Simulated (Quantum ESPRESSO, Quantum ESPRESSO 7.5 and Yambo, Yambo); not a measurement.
# Quasiparticle gap of AgBr (Bromargyrite) in Yambo

Wanted: ground state, empty states, screening and self-energy for AgBr (Bromargyrite).

Calculated with Quantum ESPRESSO 7.5 and Yambo 5.3.0; PBE and many-body steps on it, plane waves.

## Step 1: Starting point

Symmetry: Fm-3m, No. 225, cubic system. The conventional cell has a = 5.774 Å, b = 5.774 Å, c = 5.774 Å, α = 90.00°, β = 90.00°, γ = 90.00°. Ag has 6 Br at 2.89 Å nearest. Br has 6 Ag at 2.89 Å nearest. Farther neighbours and most contacts between anions are not listed.

As a file:

```cif
data_structure
_symmetry_space_group_name_H-M 'Fm-3m'
_symmetry_Int_Tables_number 225
_cell_length_a 5.7745
_cell_length_b 5.7745
_cell_length_c 5.7745
_cell_angle_alpha 90.000
_cell_angle_beta 90.000
_cell_angle_gamma 90.000
_cell_volume 192.55
loop_
_atom_site_label
_atom_site_type_symbol
_atom_site_symmetry_multiplicity
_atom_site_Wyckoff_symbol
_atom_site_fract_x
_atom_site_fract_y
_atom_site_fract_z
_atom_site_occupancy
Ag1 Ag 4 a 0.00000 0.00000 0.00000 1
Br1 Br 4 b 0.50000 0.00000 0.00000 1
```

The cell and positions come from the Crystallography Open Database and are kept as given unless a step says otherwise.

## Step 2: Ground state

This step: Quantum ESPRESSO 7.5; DFT, PBE, plane waves, norm-conserving pseudopotentials.

The ground-state density comes first.

File pw.in:

```
&control
  calculation = 'scf'
  prefix = 'x'
  outdir = 'o'
  pseudo_dir = 'pseudo'
/
&system
  ibrav = 0
  nat = 2
  ntyp = 2
  ecutwfc = 76.0
  nbnd = 23
  force_symmorphic = .true.
/
&electrons
  conv_thr = 1e-10
  electron_maxstep = 80
  mixing_beta = 0.5
/
ATOMIC_SPECIES
  Ag 107.87 Ag.upf
  Br 79.904 Br.upf
CELL_PARAMETERS angstrom
  0.0000000000 2.8872500000 2.8872500000
  2.8872500000 0.0000000000 2.8872500000
  2.8872500000 2.8872500000 0.0000000000
ATOMIC_POSITIONS crystal
  Ag 0.0000000000 0.0000000000 0.0000000000
  Br 0.5000000000 0.5000000000 0.5000000000
K_POINTS automatic
  6 6 6 0 0 0
```

Run with:

```
OMP_NUM_THREADS=1 mpirun -n 4 pw.x -nk 4 -in pw.in > pw.out
```

The log of the run:

```text
Program PWSCF v.7.5 starts

     This program is part of the open-source Quantum ESPRESSO suite
     for quantum simulation of materials; please cite
         "P. Giannozzi et al., J. Phys.:Condens. Matter 21 395502 (2009);
         "P. Giannozzi et al., J. Phys.:Condens. Matter 29 465901 (2017);
         "P. Giannozzi et al., J. Chem. Phys. 152 154105 (2020);
     in publications or presentations arising from this work. More details at
     Message from routine setup:
     using ibrav=0 with symmetry is DISCOURAGED, use correct ibrav instead

     G-vector sticks info

     bravais-lattice index     =            0
     lattice parameter (alat)  =       7.7161  a.u.
     unit-cell volume          =     324.8477 (a.u.)^3
     number of atoms/cell      =            2
     number of atomic types    =            2
     number of electrons       =        36.00
     number of Kohn-Sham states=           23
     kinetic-energy cutoff     =      76.0000  Ry
     charge density cutoff     =     304.0000  Ry
     scf convergence threshold =      1.0E-10
     mixing beta               =       0.5000
     number of iterations used =            8  plain     mixing
     Exchange-correlation= PBE
                           (   1   4   3   4   0   0   0)

     celldm(1)=   7.716107  celldm(2)=   0.000000  celldm(3)=   0.000000
     celldm(4)=   0.000000  celldm(5)=   0.000000  celldm(6)=   0.000000

     crystal axes: (cart. coord. in units of alat)
               a(1) = (   0.000000   0.707107   0.707107 )
               a(2) = (   0.707107   0.000000   0.707107 )
               a(3) = (   0.707107   0.707107   0.000000 )

     reciprocal axes: (cart. coord. in units 2 pi/alat)
               b(1) = ( -0.707107  0.707107  0.707107 )
               b(2) = (  0.707107 -0.707107  0.707107 )
               b(3) = (  0.707107  0.707107 -0.707107 )
     Pseudo is Norm-conserving + core correction, Zval = 19.0
     Generated using ONCVPSP code by D. R. Hamann
     Using radial grid of 1538 points,  6 beta functions with:
     Pseudo is Norm-conserving + core correction, Zval = 17.0
     Generated using ONCVPSP code by D. R. Hamann
     Using radial grid of 1098 points,  6 beta functions with:
     Ag               19.00   107.87000     Ag( 1.00)
     Br               17.00    79.90400     Br( 1.00)

     48 Sym. Ops., with inversion, found

   Cartesian axes

     site n.     atom                  positions (alat units)
         1        Ag     tau(   1) = (   0.0000000   0.0000000   0.0000000  )
         2        Br     tau(   2) = (   0.7071068   0.7071068   0.7071068  )

     number of k points=    16
                       cart. coord. in units 2pi/alat
        k(    1) = (   0.0000000   0.0000000   0.0000000), wk =   0.0092593
        k(    2) = (   0.1178511   0.1178511  -0.1178511), wk =   0.0740741
        k(    3) = (   0.2357023   0.2357023  -0.2357023), wk =   0.0740741
        k(    4) = (  -0.3535534  -0.3535534   0.3535534), wk =   0.0370370
        k(    5) = (   0.2357023   0.0000000  -0.0000000), wk =   0.0555556
        k(    6) = (   0.3535534   0.1178511  -0.1178511), wk =   0.2222222
        k(    7) = (  -0.2357023  -0.4714045   0.4714045), wk =   0.2222222
        k(    8) = (  -0.1178511  -0.3535534   0.3535534), wk =   0.2222222
        k(    9) = (   0.0000000  -0.2357023   0.2357023), wk =   0.1111111
        k(   10) = (   0.4714045   0.0000000  -0.0000000), wk =   0.0555556
     [... 4 further rows ...]
        k(   15) = (  -0.1178511  -0.3535534   0.5892557), wk =   0.2222222
        k(   16) = (  -0.7071068   0.2357023   0.0000000), wk =   0.1111111

     Dense  grid:    29123 G-vectors     FFT dimensions: (  45,  45,  45)

     Initial potential from superposition of free atoms

     starting charge      35.9995, renormalised to      36.0000
     Starting wfcs are   19 randomized atomic wfcs +    4 random wfcs

     per-process dynamical memory:    25.4 Mb

     Self-consistent Calculation

     iteration #  1     ecut=    76.00 Ry     beta= 0.50

     Threshold (ethr) on eigenvalues was too large:
     Diagonalizing with lowered threshold

     total energy              =    -580.82742874 Ry
     estimated scf accuracy    <       0.02654878 Ry

     iteration #  2     ecut=    76.00 Ry     beta= 0.50

     total energy              =    -580.83468106 Ry
     estimated scf accuracy    <       0.00494654 Ry

     iteration #  3     ecut=    76.00 Ry     beta= 0.50

     total energy              =    -580.83557517 Ry
     estimated scf accuracy    <       0.00030962 Ry

     iteration #  4     ecut=    76.00 Ry     beta= 0.50

     total energy              =    -580.83560811 Ry
     estimated scf accuracy    <       0.00002358 Ry

     iteration #  5     ecut=    76.00 Ry     beta= 0.50

     total energy              =    -580.83561060 Ry
     estimated scf accuracy    <       0.00000160 Ry

     iteration #  6     ecut=    76.00 Ry     beta= 0.50

     total energy              =    -580.83561080 Ry
     estimated scf accuracy    <       0.00000002 Ry

     iteration #  7     ecut=    76.00 Ry     beta= 0.50

     total energy              =    -580.83561081 Ry
     estimated scf accuracy    <          2.2E-09 Ry

     iteration #  8     ecut=    76.00 Ry     beta= 0.50

     total energy              =    -580.83561081 Ry
     estimated scf accuracy    <          3.8E-10 Ry

     iteration #  9     ecut=    76.00 Ry     beta= 0.50

     End of self-consistent calculation

          k = 0.0000 0.0000 0.0000 (  3695 PWs)   bands (ev):

   -80.6914 -51.2099 -51.2099 -51.2095 -51.2095 -51.2095 -44.2125 -44.2125
   -44.2125  -5.5764   6.6720   6.6720   6.6720   6.6726   6.6726   7.5251
     7.5251   7.5251  10.0695  19.3263  19.3263  19.3263  20.6112

          k = 0.1179 0.1179-0.1179 (  3632 PWs)   bands (ev):

   -80.6912 -51.2099 -51.2099 -51.2095 -51.2095 -51.2095 -44.2129 -44.2125
   -44.2125  -5.4768   6.0307   6.1077   6.1077   6.7427   6.7427   7.1277
     8.2043   8.2043  11.3616  17.4621  18.5440  18.5440  20.3500

          k = 0.2357 0.2357-0.2357 (  3633 PWs)   bands (ev):

   -80.6912 -51.2099 -51.2099 -51.2095 -51.2095 -51.2095 -44.2136 -44.2126
   -44.2126  -5.2644   4.7818   5.5376   5.5376   6.8890   6.8890   7.2082
     9.0342   9.0342  12.8929  16.0160  16.8812  16.8812  20.7101

          k =-0.3536-0.3536 0.3536 (  3648 PWs)   bands (ev):

     [... further k-points ...]

     highest occupied, lowest unoccupied level (ev):     9.3930   10.0695

!    total energy              =    -580.83561081 Ry
     estimated scf accuracy    <          9.5E-12 Ry

     The total energy is the sum of the following terms:
     one-electron contribution =    -317.34591710 Ry
     hartree contribution      =     165.01635383 Ry
     xc contribution           =     -90.89128098 Ry
     ewald contribution        =    -337.61476655 Ry

     convergence has been achieved in   9 iterations

     XML data file, charge density, pseudopotentials, collected wavefunctions

=------------------------------------------------------------------------------=
   JOB DONE.
=------------------------------------------------------------------------------=
```

The job ended after 5.7 s (4 MPI ranks of Arm Neoverse V2, shared host; peak memory 0.26 GiB; 22 s of CPU time).

Numbers from this step:

- total energy: -7902.6711 eV
- gap: 0.6765 eV
- k of the valence top: 0, 0, -0.5
- k of the conduction bottom: 0, 0, 0
- least direct gap: 2.544 eV

The gap is indirect, with the least direct gap 1.87 eV higher.

## Step 3: Bands along the symmetry lines

Levels along a band path, at the cheap level, show where the edges lie and whether the meshes to come will hold them.

File pw.in:

```
&control
  calculation = 'bands'
  prefix = 'x'
  outdir = 'o'
  pseudo_dir = 'pseudo'
/
&system
  ibrav = 0
  nat = 2
  ntyp = 2
  ecutwfc = 76.0
  nbnd = 24
  force_symmorphic = .true.
/
&electrons
  conv_thr = 1e-9
  electron_maxstep = 80
  diago_full_acc = .true.
  diago_thr_init = 5e-6
/
ATOMIC_SPECIES
  Ag 107.87 Ag.upf
  Br 79.904 Br.upf
CELL_PARAMETERS angstrom
  0.0000000000 2.8872500000 2.8872500000
  2.8872500000 0.0000000000 2.8872500000
  2.8872500000 2.8872500000 0.0000000000
ATOMIC_POSITIONS crystal
  Ag 0.0000000000 0.0000000000 0.0000000000
  Br 0.5000000000 0.5000000000 0.5000000000
K_POINTS crystal
  50
  0.00000000 0.00000000 0.00000000 1
  0.06250000 0.00000000 0.06250000 1
  0.12500000 0.00000000 0.12500000 1
  0.18750000 0.00000000 0.18750000 1
  0.25000000 0.00000000 0.25000000 1
  0.31250000 0.00000000 0.31250000 1
  0.37500000 0.00000000 0.37500000 1
  0.43750000 0.00000000 0.43750000 1
  0.50000000 0.00000000 0.50000000 1
  0.51562500 0.03125000 0.51562500 1
  0.53125000 0.06250000 0.53125000 1
  0.54687500 0.09375000 0.54687500 1
  0.56250000 0.12500000 0.56250000 1
  0.57812500 0.15625000 0.57812500 1
  0.59375000 0.18750000 0.59375000 1
  0.60937500 0.21875000 0.60937500 1
  0.62500000 0.25000000 0.62500000 1
  0.37500000 0.37500000 0.75000000 1
  0.32812500 0.32812500 0.65625000 1
  0.28125000 0.28125000 0.56250000 1
  0.23437500 0.23437500 0.46875000 1
  0.18750000 0.18750000 0.37500000 1
  0.14062500 0.14062500 0.28125000 1
  0.09375000 0.09375000 0.18750000 1
  0.04687500 0.04687500 0.09375000 1
  0.00000000 0.00000000 0.00000000 1
  0.06250000 0.06250000 0.06250000 1
  0.12500000 0.12500000 0.12500000 1
  0.18750000 0.18750000 0.18750000 1
  0.25000000 0.25000000 0.25000000 1
  0.31250000 0.31250000 0.31250000 1
  0.37500000 0.37500000 0.37500000 1
  0.43750000 0.43750000 0.43750000 1
  0.50000000 0.50000000 0.50000000 1
  0.50000000 0.46875000 0.53125000 1
  0.50000000 0.43750000 0.56250000 1
  0.50000000 0.40625000 0.59375000 1
  0.50000000 0.37500000 0.62500000 1
  0.50000000 0.34375000 0.65625000 1
  0.50000000 0.31250000 0.68750000 1
  0.50000000 0.28125000 0.71875000 1
  0.50000000 0.25000000 0.75000000 1
  0.50000000 0.21875000 0.71875000 1
  0.50000000 0.18750000 0.68750000 1
  0.50000000 0.15625000 0.65625000 1
  0.50000000 0.12500000 0.62500000 1
  0.50000000 0.09375000 0.59375000 1
  0.50000000 0.06250000 0.56250000 1
  0.50000000 0.03125000 0.53125000 1
  0.50000000 0.00000000 0.50000000 1
```

The log of the run:

```text
[banner, memory and clock lines left out]
Program PWSCF v.7.5 starts

     Atomic positions and unit cell read from directory:
     o/x.save/

     Message from routine setup:
     using ibrav=0 with symmetry is DISCOURAGED, use correct ibrav instead

     G-vector sticks info

     bravais-lattice index     =            0
     lattice parameter (alat)  =       7.7161  a.u.
     unit-cell volume          =     324.8477 (a.u.)^3
     number of atoms/cell      =            2
     number of atomic types    =            2
     number of electrons       =        36.00
     number of Kohn-Sham states=           24
     kinetic-energy cutoff     =      76.0000  Ry
     charge density cutoff     =     304.0000  Ry
     Exchange-correlation= PBE
                           (   1   4   3   4   0   0   0)

     celldm(1)=   7.716107  celldm(2)=   0.000000  celldm(3)=   0.000000
     celldm(4)=   0.000000  celldm(5)=   0.000000  celldm(6)=   0.000000

     crystal axes: (cart. coord. in units of alat)
               a(1) = (   0.000000   0.707107   0.707107 )
               a(2) = (   0.707107   0.000000   0.707107 )
               a(3) = (   0.707107   0.707107   0.000000 )

     reciprocal axes: (cart. coord. in units 2 pi/alat)
               b(1) = ( -0.707107  0.707107  0.707107 )
               b(2) = (  0.707107 -0.707107  0.707107 )
               b(3) = (  0.707107  0.707107 -0.707107 )
     Pseudo is Norm-conserving + core correction, Zval = 19.0
     Generated using ONCVPSP code by D. R. Hamann
     Using radial grid of 1538 points,  6 beta functions with:
     Pseudo is Norm-conserving + core correction, Zval = 17.0
     Generated using ONCVPSP code by D. R. Hamann
     Using radial grid of 1098 points,  6 beta functions with:
     Ag               19.00   107.87000     Ag( 1.00)
     Br               17.00    79.90400     Br( 1.00)

     48 Sym. Ops., with inversion, found

   Cartesian axes

     site n.     atom                  positions (alat units)
         1        Ag     tau(   1) = (   0.0000000   0.0000000   0.0000000  )
         2        Br     tau(   2) = (   0.7071068   0.7071068   0.7071068  )

     number of k points=    50
                       cart. coord. in units 2pi/alat
        k(    1) = (   0.0000000   0.0000000   0.0000000), wk =   0.0400000
        k(    2) = (   0.0000000   0.0883883   0.0000000), wk =   0.0400000
        k(    3) = (   0.0000000   0.1767767   0.0000000), wk =   0.0400000
[...]
[... 38 further rows ...]
        k(   49) = (   0.0441942   0.7071068   0.0000000), wk =   0.0400000
        k(   50) = (   0.0000000   0.7071068   0.0000000), wk =   0.0400000

     Dense  grid:    29123 G-vectors     FFT dimensions: (  45,  45,  45)

     The potential is recalculated from file :
     o/x.save/charge-density

     Starting wfcs are   19 randomized atomic wfcs +    5 random wfcs

     Band Structure Calculation

     End of band structure calculation

          k = 0.0000 0.0000 0.0000 (  3695 PWs)   bands (ev):

   -80.6914 -51.2099 -51.2099 -51.2095 -51.2095 -51.2095 -44.2126 -44.2126
   -44.2126  -5.5764   6.6719   6.6719   6.6719   6.6726   6.6726   7.5251
     7.5251   7.5251  10.0695  19.3263  19.3263  19.3263  20.6109  21.1270

          k = 0.0000 0.0884 0.0000 (  3655 PWs)   bands (ev):

[...]
k = 0.0000 0.1768 0.0000 (  3643 PWs)   bands (ev):

[...]
k =-0.0000 0.2652 0.0000 (  3635 PWs)   bands (ev):

[...]
k = 0.0000 0.4419-0.0000 (  3619 PWs)   bands (ev):

[...]
k =-0.0000 0.5303 0.0000 (  3623 PWs)   bands (ev):

[...]
k = 0.0000 0.6187-0.0000 (  3624 PWs)   bands (ev):

[...]
k = 0.4640 0.4640-0.0000 (  3627 PWs)   bands (ev):

[...]
k = 0.3315 0.3315-0.0000 (  3635 PWs)   bands (ev):

[...]
k = 0.3094 0.7071-0.0000 (  3656 PWs)   bands (ev):

[...]
k = 0.2210 0.7071-0.0000 (  3636 PWs)   bands (ev):

[...]
k = 0.1768 0.7071-0.0000 (  3634 PWs)   bands (ev):

[...]
k = 0.0442 0.7071 0.0000 (  3614 PWs)   bands (ev):

[...]
k = 0.0000 0.7071 0.0000 (  3612 PWs)   bands (ev):

[...]
-44.2131  -5.1219   5.2448   6.4122   6.6477   6.6477   6.8265   7.0645
     7.0645   7.1540  11.0344  16.4868  18.3896  20.3618  20.3618  24.3149

     XML data file, pseudopotentials, collected wavefunctions
```

Wall time 4.3 s (4 MPI ranks); peak memory 0.23 GiB; 17 s of CPU time.

Numbers from this step:

```yaml
gap: 0.6765 eV
k_of_the_valence_top: 0.5, 0.5, 0.5
k_of_the_conduction_bottom: 0, 0, 0
least_direct_gap: 2.544 eV
```

The gap is 0.676 eV, as in the run before at this level.

Electronic bands along the path, in eV, zero at the top of the highest filled band:

```csv
point,band 15,band 16,band 17,band 18,band 19,band 20,band 21,band 22
Γ,-2.72,-1.87,-1.87,-1.87,0.68,9.93,9.93,9.93
halfway,-2.64,-1.81,-1.81,-1.60,3.25,6.69,7.86,9.49
X,-2.57,-2.33,-2.33,-2.24,1.64,7.09,9.00,10.97
halfway,-2.34,-2.28,-2.08,-1.93,2.05,7.10,8.75,10.34
U,-2.38,-2.16,-1.97,-1.17,2.98,6.84,8.21,9.15
jump to K,-2.38,-2.16,-1.97,-1.17,2.98,6.84,8.21,9.15
halfway,-2.49,-2.00,-1.74,-0.20,3.75,6.49,7.50,7.83
Γ,-2.72,-1.87,-1.87,-1.87,0.68,9.93,9.93,9.93
halfway,-2.58,-2.25,-0.74,-0.74,2.86,7.17,8.25,8.25
L,-2.43,-2.09,0.00,0.00,3.79,6.49,6.81,6.81
halfway,-2.42,-2.14,-1.17,-0.59,4.48,5.27,7.84,7.90
W,-2.32,-2.23,-2.23,-1.48,3.76,7.15,7.68,7.68
halfway,-2.33,-2.33,-2.27,-1.72,2.47,7.18,8.53,9.07
X,-2.57,-2.33,-2.33,-2.24,1.64,7.09,9.00,10.97
```

[end of part 1 of 3]

[Paths, hosts, dates, memory and timing lines, banners, echoed tables and standing remarks are left out of the program output.]

[Logs are printed without paths, hosts, clocks, repeated set-up lines and the standing remarks that a program may print on its own settings, such as how far it seeks lower states.]

[Runs of the session that timed out or met a known fault of the program may be left out.]

[Hosts, paths, dates, database ids (printed as entryN), source tags and the programs' standing remarks are cut or masked in the printed files.]
